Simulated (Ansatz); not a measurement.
# ZrH: the cost of one run

Program: Ansatz 0.2.0. Level of theory: DFT PBEsol, scalar-relativistic, plane waves, PAW. These are calculated values, not measurements.

**1. The starting structure**

Symmetry: I-4m2, No. 119, tetragonal system. Conventional cell: a = 3.288 Å, b = 3.288 Å, c = 5.009 Å, α = 90.00°, β = 90.00°, γ = 90.00°. Zr (site symmetry -4m2) has 4 H at 2.07 Å as nearest neighbours. H (site symmetry -4m2) has 4 Zr at 2.07 Å as nearest neighbours.

Coordinates:

```cif
data_structure
_symmetry_space_group_name_H-M 'P 1'
_symmetry_Int_Tables_number 1
_cell_length_a 3.4171
_cell_length_b 3.4171
_cell_length_c 3.4171
_cell_angle_alpha 122.489
_cell_angle_beta 122.489
_cell_angle_gamma 85.741
_cell_volume 27.07
loop_
_atom_site_label
_atom_site_type_symbol
_atom_site_fract_x
_atom_site_fract_y
_atom_site_fract_z
_atom_site_occupancy
Zr1 Zr 0.00000 0.00000 0.00000 1
H1 H 0.75000 0.25000 0.50000 1
```

The structure comes from the Materials Project (structure only).

**2. Quick check of gap, pressure and forces**

The input, input.yaml:

```yaml
crystal:
  lattice:
    - [-1.643908, 1.643908, 2.504399]
    - [1.643908, -1.643908, 2.504399]
    - [1.643908, 1.643908, -2.504399]
  atoms:
    - { symbol: Zr, position: [0.0, 0.0, 0.0] }
    - { symbol: H, position: [0.75, 0.25, 0.5] }
basis:
  ecutwfc: 420
kpoints:
  mp_grid: { grid: [8, 8, 8] }
hamiltonian:
  xc: pbesol
scf:
  occupations: { method: gaussian, width: 0.1 }
output:
  forces: true
  stress: true
  eigenvalues: true
```

**Question.** How long does this run take on 1 thread of an x86-64 CPU, shared host, and how much memory does it need?

About 1.9 s, with a peak of 0.35 GiB.
